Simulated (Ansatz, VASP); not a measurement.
# Two plane-wave programs on PbS

```
Pb S
1.0
     0.00000    2.95773    2.95773
     2.95773    0.00000    2.95773
     2.95773    2.95773    0.00000
Pb S
1 1
Direct
  0.00000 0.00000 0.00000
  0.50000 0.50000 0.50000
```

Alike in both runs: task single point; functional r2SCAN; k mesh 8 × 8 × 8; no spin polarisation.

|  | VASP | Ansatz |
| --- | --- | --- |
| version | VASP 6.6.1 | Ansatz 0.2.0 |
| potentials or method | VASP PAW PBE potentials, release 64 (Pb_d, S) | PAW plane waves |
| plane-wave cutoff (eV) | 520 | 500 |
| occupations | methfessel-paxton of order 1, width 0.0943 eV | cold, width 0.0943 eV |
| valence electrons in the cell | 20 | 20 |

```tsv
	VASP	Ansatz	Ansatz less VASP
gap on the k mesh at the Fermi level (eV)	0.59	0.58	-0.011
pressure (GPa)	1.8	1.8	+0.02
```

Caveats: the PAW data sets were made with another functional, which shifts forces and pressure a little (VASP); spin-orbit coupling is left out, which as a rule narrows the gap of such compounds by several tenths of an eV. A k mesh can miss the band edges.
